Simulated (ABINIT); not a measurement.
This ABINIT 10.8.3 (patched build) run on Al2Au needs a look.

run.abi

```
# Pseudopotentials
pp_dirpath "./"
pseudos "Au.GGA_PBE-JTH.xml, Al.GGA_PBE-JTH.xml"

# Structure
acell 8.0174289438 8.0174289438 8.0174289438
rprim
     0.0000000000     0.7071067812     0.7071067812
     0.7071067812     0.0000000000     0.7071067812
     0.7071067812     0.7071067812     0.0000000000
ntypat 2
znucl 79 13
natom 3
typat 1 2 2
xred
     0.0000000000     0.0000000000     0.0000000000
     0.7500000000     0.7500000000     0.7500000000
     0.2500000000     0.2500000000     0.2500000000

# Plane-wave basis
ecut 20.0
pawecutdg 40.0
pawxcdev 0

# k points
kptopt 1
ngkpt 8 8 8
nshiftk 1
shiftk 0.0 0.0 0.0

# Exchange and correlation
ixc 11

# Bands and occupations
nband 13
occopt 3
tsmear 0.2 eV

# SCF cycle
nstep 100
tolvrs 1.0e-9

# Output
iomode 3
prtwf 0
prtden 0
prteig 0
prtebands 0

# Other
prtelf 1
```

Potentials or basis: JTH PAW PBE v2.0.

Launch:

```console
$ abinit run.abi > log 2>&1
```

run.abo:

```text
.Version 10.8.3 of ABINIT
 Symmetries : space group Fm -3 m (#225); Bravais cF (face-center cubic)
================================================================================
 Values of the parameters that define the memory need of the present run
     intxc =       0    ionmov =       0      iscf =      17    lmnmax =      18
     lnmax =       6     mgfft =      36  mpssoang =       3    mqgrid =    3001
     natom =       3  nloc_mem =       2    nspden =       1   nspinor =       1
    nsppol =       1      nsym =      48    n1xccc =       1    ntypat =       2
    occopt =       3   xclevel =       2
       mpw =        1587          nfft =       46656          nkpt =          29
[... 51 lines left out ...]

 chkinp: Checking input parameters for consistency.

 chkint_prt: ERROR -
 Context: the value of the variable usepaw is 1.
  The value of the input variable prtelf is 1, while it must be
  equal to 0
  Action: you should change the input variable prtelf.

Checking consistency of input data against itself revealed some problem(s).
So, stopping. The details of the problem(s) are given in the error file or the standard output file (= "log" file).
In parallel, the details might not even be printed there. Then, try running in sequential to see the details.

--- !ERROR
message: |
    Checking consistency of input data against itself gave 1 inconsistency.
    The details of the problem can be FOUND ABOVE (or in output or log file).
    In parallel, the details might not even be printed there. Then, try running in sequential to see the details.
...
```

Task: What happened, and what is wrong with the input?

Result: The program refused the input. The input holds a flaw that was put in on purpose: ELF asked on PAW (prtelf = 1).

A sound run on the same cell differs in these lines of the main input:
```diff
@@ -6 +6 @@
-acell 8.0174289438 8.0174289438 8.0174289438
+acell 4.2426406871 4.2426406871 4.2426406871 Angstrom
@@ -37 +37 @@
-tsmear 0.2 eV
+tsmear 0.00734986
@@ -48,0 +49 @@
+enunit 1
@@ -50,3 +50,0 @@
-# Other
-prtelf 1
-
```
